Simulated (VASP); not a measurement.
Wanted: the native input for a VASP 6.6.1 run.

| Property | Result |
| --- | --- |
| Task | single point |
| Functional | PBE |
| Potentials or basis | VASP PAW PBE potentials, release 64 (In_d, As) |
| Cutoff | 520 eV |
| k mesh | 16 × 16 × 16 |
| Occupations | gaussian, width 0.1 eV |
| Spin | no spin polarisation |
| Dipole correction | no |
| Further INCAR settings | ALGO = Fast; EDIFF = 1e-06; NBANDS = 16 |

The structure of InAs lies in POSCAR:

```
InAs
1.0
   -2.5909143006      2.5909143006      1.4156880190
    2.5909143006     -2.5909143006      1.4156880190
    2.5909143006      2.5909143006     -1.4156880190
In As
1 1
Direct
    0.0000000000      0.0000000000      0.0000000000
    0.7500000000      0.2500000000      0.5000000000
```

The cell was built by a generator and needn't be a form met in nature.

The cell isn't the ideal one: cell and atoms relaxed at 20 GPa.

The input as run:

INCAR

```
  PREC = Accurate
  ENCUT = 520
  EDIFF = 1E-6
  ISMEAR = 0
  SIGMA = 0.1
  LREAL = F
  LASPH = T
  NELM = 80
  ALGO = Fast
  ISIF = 2
  LWAVE = F
  LCHARG = T
  GGA = PE
  LELF = T
  LVHAR = T
  NBANDS = 16
```

KPOINTS

```
regular mesh
0
Gamma
  16 16 16
```

Potentials or basis: VASP PAW PBE potentials, release 64 (In_d, As).

Launch:

```sh
$ cat potpaw_PBE.64/In_d/POTCAR potpaw_PBE.64/As/POTCAR > POTCAR
$ mpirun -np 1 vasp_std > vasp.out
```

Results of the run:

```
Pressure               : 20.3 GPa
Band gap on the k mesh : none (metal or under the smearing width)
```

Caveat: so large a pressure means that the cell lies far from this level's equilibrium, or that cutoff or potentials fall short.

Run time: 4.3 min on 1 thread of Intel(R) Xeon(R) Platinum 8559C (Emerald Rapids), with other jobs on the host, peak memory 0.33 GiB.
